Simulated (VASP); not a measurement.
Crystal: WC (Qusongite).

```
W C
1.0
     2.90650    0.00000    0.00000
    -1.45325    2.51710    0.00000
     0.00000    0.00000    2.83660
W C
1 1
Direct
  0.00000 0.00000 0.00000
  0.66667 0.33333 0.50000
```

Program: VASP 6.6.1. Alike in all runs: potentials or basis VASP PAW PBE potentials, release 64 (W_sv, C); no spin polarisation; cell as given; k mesh 10 × 10 × 9; cutoff (eV) 520.

Q: Order these runs on this cell by their pressure, lowest first.
A. level PBE; smearing gaussian 0.012 eV
B. level r2SCAN; smearing fermi-dirac 0.05 eV
C. level SCAN; smearing fermi-dirac 0.05 eV

A: C (-1.8 GPa), B (3.3 GPa), A (6.7 GPa).

Caveats: the PAW data sets were made with another functional, which shifts forces and pressure a little (some runs).
